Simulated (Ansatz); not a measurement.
# BaTiO3 (P1) in Ansatz: settings compared

The runs below take BaTiO3 through relaxation of cell and atoms, single point, with PBE+D3(BJ), PBE.

Everything below comes from runs of Ansatz 0.2.0. Logs are shortened: lines on timing, memory, paths and dates and some standing lists are left out, and cuts for length are marked.

## Step 1: The crystal as given

The typed cell holds 10 atoms: a = 4.000 Å, b = 4.018 Å, c = 8.000 Å, α = 90.00°, β = 90.00°, γ = 90.00°.

## Step 2: Relaxation of cell and atoms, PBE+D3(BJ)

input.yaml reads:

```yaml
crystal:
  lattice:
    - [-3.9998, 0.0, 0.0]
    - [0.0, 0.0, -4.018]
    - [0.0, -7.9996, 0.0]
  atoms:
    - { symbol: Ba, position: [0.00144355, 0.02304186, 0.50759263] }
    - { symbol: Ba, position: [0.99855645, 0.97695814, 0.99240737] }
    - { symbol: Ti, position: [0.48032989, 0.56318885, 0.23579995] }
    - { symbol: Ti, position: [0.51967011, 0.47281115, 0.76420005] }
    - { symbol: O, position: [0.49380053, 0.96597287, 0.25815002] }
    - { symbol: O, position: [0.50619947, 0.00202713, 0.74184998] }
    - { symbol: O, position: [0.50761037, 0.49933203, 0.50744356] }
    - { symbol: O, position: [0.49238963, 0.47066797, 0.99255644] }
    - { symbol: O, position: [0.0152243, 0.48840562, 0.27113375] }
    - { symbol: O, position: [0.9847757, 0.48159438, 0.72886625] }
hamiltonian:
  xc: pbe
  pseudopotentials: { kind: paw }
  dispersion: d3bj
kpoints:
  mp_grid: { grid: [7, 7, 4] }
scf:
  occupations: { method: fermi_dirac, width: 0.05 }
output:
  forces: true
  stress: true
  eigenvalues: true
relax:
  f_tol: 0.01
  max_steps: 40
  cell: { stress_tol: 0.05 }
```

Potentials or basis: Ansatz PAW.

Run with:

```bash
ansatz run input.yaml --threads 4 --pin off --max-ram 11264MiB --backend cpu --events-out ev --progress --plain --runs-dir out
```

Log:

```text
Warning: RAYON_NUM_THREADS=4 ignored (pool sized by the plan → 4); use --threads N
Engine: ansatz 0.2.0, aarch64-unknown-linux-gnu
Pseudopotentials: kind: paw
Pseudopotential: Ba, paw, valence charge 10, recommended cutoff 420 eV (normal), Ba.paw.azcp
Pseudopotential: Ti, paw, valence charge 12, recommended cutoff 420 eV (normal), Ti.paw.azcp
Pseudopotential: O, paw, valence charge 6, recommended cutoff 420 eV (normal), O.paw.azcp
Functional definition: PBE
  parameter kappa = 0.804
  parameter beta = 0.06672455060314922
  exchange = pbe_x(kappa = kappa, mu = beta*pi^2/3)
  correlation = pbe_c(beta = beta)
Crystal: 10 atoms, lattice volume = 128.563 Å³
Basis set: ecut = 420 eV, 2475 PW (Γ), exchange–correlation on 54×54×108 points (8 copies of the dense FFT grid, shifted against one another)
Bands: 50, of which v1, the nominal top of the filled ones, is band 40 counted from 1 (39 counted from 0)
Symmetry: 1 space group operations
Space group: P1 (ITA 1), of the structure as read, at distance tolerance 5.0e-5 Å
k-points: 99 of 196 (time reversal used)
Non-local potential: Ba, projectors of the file, l = 0: 3, l = 1: 2, l = 2: 2, l = 3: 2
Non-local potential: Ti, projectors of the file, l = 0: 3, l = 1: 2, l = 2: 3, l = 3: 1
Non-local potential: O, projectors of the file, l = 0: 2, l = 1: 2, l = 2: 1
PAW form: soft (Blöchl's): semilocal exchange-correlation on the pseudo side does not see the compensation charge
PAW one-centre angular grid: Ba, 194 points (default); XC on 64 Gauss nodes
PAW one-centre angular grid: Ti, 590 points (default); XC on 64 Gauss nodes
PAW one-centre angular grid: O, 110 points (default); XC on 64 Gauss nodes
Initial density: superposition of atomic densities (neutral atoms: chi_scale 0, normalization atom), corrected by the library's trained network
Initial wavefunctions: pseudopotential atomic-orbital guess
Functional: x = pbe(κ = 0.804, μ = 0.2195149727645171), c = pbe(β = 0.06672455060314922)
SCF iter   1: F=—  HF=-20320.111362 eV  |F-HF|=—  |Δ(HF+E_count)|=         —  Δρ=2.65e-3  dr2=6.77e-3  ethr=1.77e-3  ⟨swp⟩=7.8  Hψ=22149  notcnv=0  defer=3
preconditioner: auto → Resta (q_TF=auto, 2.521 Å⁻¹)  ε∞=5.9  [insulator: Δε(μ)=1.397 eV  Ē_g=11.608 eV  σ=0.050 eV  W_gap=1.00  n_scr=38 (ndim 8)  ℏωp=25.8 eV  f_vac=0.000  D(μ)=0.00/eV (n_scr^D=0)  ε∞_Penn≈5.9]
[... 138 lines left out ...]
  E_vpaw       = -618.913249  (= ΣTr[D̂ρ^β])
  E_aug_tail   = 0.014715  (compensation charges beyond the density's cutoff)
  E_ewald      = -5603.202321
  E_disp       = -2.623589  (pairwise vdW)
  E_smearing   = -0.000000  (= −TS)
  E_closure    = -0.000000  (closes the sum)
  Σ components = -20321.832485   (vs F -20321.832485, Δ=0.00e0)
--- Forces (eV/Å), atoms counted from 1 ---
  atom   1  Ba     0.00112955     0.00268128    -0.00036972
  atom   2  Ba    -0.00110364     0.00232959     0.00031495
  atom   3  Ti    -0.00081770    -0.00144795    -0.00141780
  atom   4  Ti     0.00160690    -0.00256695     0.00150451
  atom   5  O     -0.00084165     0.00086155    -0.00085779
  atom   6  O      0.00063428     0.00105892     0.00089252
  atom   7  O      0.00186611    -0.00287527    -0.00091799
  atom   8  O     -0.00195870    -0.00257780     0.00090119
  atom   9  O      0.00015180     0.00113853     0.00160736
  atom  10  O     -0.00066705     0.00139106    -0.00165477
  max |Σ_I F_I| component: 7.04e-6 eV/Å
--- Stress (GPa, compression-positive) ---
       -0.008452      -0.000013       0.000854
       -0.000013       0.014453      -0.000036
        0.000854      -0.000036      -0.024260
  P = ⅓ Tr σ = -0.0061 GPa (-0.061 kbar)
--- Band table (eV; the first three rows and the last of 99) ---
  k-point 0: bands = ["-46.1461", "-46.1454", "-22.4837", "-22.4401", "-22.3895", "-22.3882", "-22.3877", "-22.3864", "-14.5380", "-14.4325", "-6.8540", "-6.6490", "-6.0138", "-5.9569", "-5.9286", "-5.7842", "0.2523", "0.2864", "0.2869", "0.4310", "0.4349", "0.6955", "6.2813", "7.4887", "7.4918", "7.8997", "7.9399", "7.9410", "8.2346", "8.2564", "8.2664", "8.2791", "8.8292", "8.8762", "9.0208", "9.3665", "9.4789", "9.7179", "9.7626", "9.7728", "12.3984", "12.4406", "12.5861", "12.6412", "13.9311", "13.9395", "14.5279", "14.5410", "14.5665", "15.1947"]
  k-point 1: bands = ["-46.1461", "-46.1455", "-22.4774", "-22.4465", "-22.3892", "-22.3880", "-22.3879", "-22.3867", "-14.5229", "-14.4483", "-6.8087", "-6.6560", "-6.0087", "-5.9528", "-5.9328", "-5.8387", "0.3067", "0.3073", "0.3157", "0.4090", "0.4147", "0.6318", "6.5028", "7.5630", "7.5734", "7.6552", "7.8929", "7.8945", "8.2749", "8.3091", "8.3269", "8.4367", "8.7085", "8.7627", "8.9131", "9.4111", "9.4716", "9.5170", "9.6636", "9.7285", "12.4159", "12.4815", "12.8021", "12.8032", "13.7451", "13.7503", "14.5317", "14.5400", "14.9205", "15.4615"]
  k-point 2: bands = ["-46.1459", "-46.1457", "-22.4621", "-22.4618", "-22.3886", "-22.3886", "-22.3875", "-22.3871", "-14.4860", "-14.4858", "-6.7137", "-6.7136", "-5.9481", "-5.9478", "-5.9428", "-5.9427", "0.3554", "0.3556", "0.3571", "0.3573", "0.4789", "0.4790", "7.0581", "7.0585", "7.7530", "7.7530", "7.7535", "7.7536", "8.3752", "8.3754", "8.4475", "8.4478", "8.7086", "8.7088", "8.9133", "8.9135", "9.5351", "9.5358", "9.6192", "9.6196", "12.4563", "12.4571", "13.2811", "13.2812", "13.2892", "13.2895", "14.5366", "14.5372", "15.6149", "15.6151"]
  k-point 98: bands = ["-46.1450", "-46.1445", "-22.4736", "-22.4440", "-22.4391", "-22.4370", "-22.3959", "-22.3946", "-14.4001", "-14.3540", "-6.6977", "-6.3284", "-5.9565", "-5.9383", "-5.8463", "-5.7619", "0.1321", "0.1537", "0.2787", "0.4229", "0.4827", "0.5772", "6.1556", "6.3036", "6.5822", "6.7227", "7.2183", "7.4119", "7.4898", "7.5400", "7.7382", "7.8467", "8.1621", "8.5223", "9.0155", "9.1893", "9.2147", "9.2689", "9.3901", "9.8828", "13.0038", "13.8289", "13.8657", "13.8973", "13.9848", "14.1922", "15.1403", "15.8053", "16.5052", "17.4661"]
--- Relaxed structure (8 steps of the walk, 8 accepted, 2 SCFs on fresh bases) ---
  F+E_penalty+E_count = -20321.83248481 eV   max|allowed force component| = 2.875e-3 eV/Å   (the final SCF, on the basis selected at the relaxed cell)
  cell:  # Å, volume = 129.5464 Å³
    - [-3.9924812751773358, -1.5437754349406875e-5, 0.002783165771138627]
    - [0.0027958298085991808, -7.301734370685148e-6, -3.9913945385288123]
    - [-3.087550869881375e-5, -8.129393276739734, -1.4537320625120187e-5]
  atoms:
    - { symbol: Ba, position: [-0.0022075333418039543, -0.003404145867042337, 0.5052013444433825] }
    - { symbol: Ba, position: [1.0022331263298396, 0.9922111586972692, 1.0052000441913587] }
    - { symbol: Ti, position: [0.48672950892727074, 0.5073186886444745, 0.2629662803333598] }
    - { symbol: Ti, position: [0.5133386735498408, 0.48150695923979736, 0.7629606254884369] }
    - { symbol: O, position: [0.5063031169220487, 0.9847923792208042, 0.24576986648626697] }
    - { symbol: O, position: [0.4936659167744922, 0.003991268740207013, 0.7457680838501003] }
    - { symbol: O, position: [0.4997844418793888, 0.4946329649041795, 0.49026332310245985] }
    - { symbol: O, position: [0.500198368991919, 0.49416196156471714, 0.9902617526267283] }
    - { symbol: O, position: [0.009819810659674435, 0.4882550745457951, 0.24580547675889525] }
    - { symbol: O, position: [0.9901345693073297, 0.5005336903097992, 0.7458032027190111] }
```

It took 3 min on 4 threads of Arm Neoverse V2, shared host; peak memory 0.79 GiB.

Results:

```
Free energy                            : -20321.8325 eV
Relaxed volume                         : 12.95 Å³/atom
Relaxed cell                           : a = 3.992 Å, b = 3.991 Å, c = 8.129 Å, α = 90.00°, β = 90.00°, γ = 90.08°
Space group after relaxing (to 0.05 Å) : Cmc2_1 (No. 36)
Energy gained by relaxing              : 172.1 meV/atom
Ionic steps                            : 10
Pressure after relaxing                : 0.0 GPa
Largest force after relaxing           : 0.004 eV/Å
Band gap on the k mesh                 : 2.29 eV, indirect (least direct gap 2.63 eV)
```

Forces in eV/Å, atoms in the order of the input:
```
Ba   0.001  0.003  0.000
Ba  -0.001  0.002  0.000
Ti  -0.001 -0.001 -0.001
Ti   0.002 -0.003  0.002
O   -0.001  0.001 -0.001
O    0.001  0.001  0.001
O    0.002 -0.003 -0.001
O   -0.002 -0.003  0.001
O    0.000  0.001  0.002
O   -0.001  0.001 -0.002
```

Step by step:
```csv
step,energy change (eV),largest force (eV/Å),volume (Å³)
1,0.0000,6.7143,128.56
2,-1.4012,2.6077,131.83
3,-1.4859,0.0672,120.78
4,-1.6388,0.3902,129.91
5,-1.7134,0.1091,129.59
6,-1.7166,0.0102,129.44
7,-1.7166,0.0020,129.45
8,-1.7206,0.0021,129.45
9,-1.7205,0.0036,129.55
10,-1.7208,0.0035,129.55
```

Final structure:
```
Ba Ti O
1.0
    -3.99248   -0.00002    0.00278
     0.00280   -0.00001   -3.99139
    -0.00003   -8.12939   -0.00001
Ba Ti O
2 2 6
Direct
  0.99779 0.99660 0.50520
  0.00223 0.99221 0.00520
  0.48673 0.50732 0.26297
  0.51334 0.48151 0.76296
  0.50630 0.98479 0.24577
  0.49367 0.00399 0.74577
  0.49978 0.49463 0.49026
  0.50020 0.49416 0.99026
  0.00982 0.48826 0.24581
  0.99013 0.50053 0.74580
```

Caveat: odd divisions of the mesh miss points on the zone boundary, where band edges often lie, so the gap on the mesh can be too wide; the plane-wave basis is chosen anew once the cell has moved, so the energies of steps on either side of that aren't comparable; the pressure holds a Pulay correction of +0.5 GPa for the finite cutoff; spin-orbit coupling is left out, which moves the levels of the heavy elements.

## Step 3: Single point, PBE

input.yaml, as its differences from that of step 2:

```diff
@@ -19,3 +19,2 @@
   pseudopotentials: { kind: paw }
-  dispersion: d3bj
 kpoints:
@@ -24,2 +23,4 @@
   occupations: { method: fermi_dirac, width: 0.05 }
+basis:
+  ecutwfc: "300 eV"
 output:
@@ -28,5 +29,5 @@
   eigenvalues: true
-relax:
-  f_tol: 0.01
-  max_steps: 40
-  cell: { stress_tol: 0.05 }
+  write_density: true
+  write_potential: true
+  elf: true
+  volumetric_format: npy
```

Potentials or basis: Ansatz PAW.

Run with:

```bash
ansatz run input.yaml --threads 4 --pin off --max-ram 11264MiB --backend cpu --events-out ev --progress --plain --runs-dir out
```

It took 12 s on 4 threads of Arm Neoverse V2, shared host; peak memory 0.59 GiB.

The run converged. Its results:

```yaml
Free_energy: -20314.4335 eV
Pressure: 9.6 GPa
Largest_force: 6.702 eV/Å
Band_gap_on_the_k_mesh: 1.37 eV, indirect (least direct gap 1.54 eV)
```

Forces in eV/Å, atoms in the order of the input:
```
Ba  -0.018  0.439  0.574
Ba  -0.045  0.137 -0.626
Ti   0.094 -3.720  5.574
Ti  -0.204  5.311  0.102
O   -0.338  0.985 -4.271
O    0.301 -1.612  0.111
O    0.280  0.506 -0.026
O   -0.049 -1.761 -0.538
O    0.205  2.138 -0.350
O   -0.225 -2.421 -0.549
```

Stress tensor (GPa, compression positive):
```
 5.41  0.62 -0.25
 0.62  7.22  1.31
-0.25  1.31 16.14
```

Levels at points of the mesh, in eV from the valence-band top:
| k point | band 36 | band 37 | band 38 | band 39 | band 40 | band 41 | band 42 | band 43 | band 44 | band 45 |
| --- | --- | --- | --- | --- | --- | --- | --- | --- | --- | --- |
| (0.00, 0.00, 0.00) | -1.79 | -1.62 | -0.76 | -0.44 | -0.18 | 1.37 | 1.56 | 1.84 | 2.79 | 3.22 |
| (0.00, 0.00, -0.50) | -1.86 | -1.70 | -1.32 | -0.50 | -0.27 | 1.42 | 1.95 | 2.20 | 2.80 | 2.87 |

Caveat: odd divisions of the mesh miss points on the zone boundary, where band edges often lie, so the gap on the mesh can be too wide; the pressure holds a Pulay correction of +23.5 GPa for the finite cutoff; spin-orbit coupling is left out, which moves the levels of the heavy elements; forces of over 1 eV/Å show positions far from the minimum, so gaps and moduli don't describe the material at rest; the cutoff lies under the one recommended for these potentials.
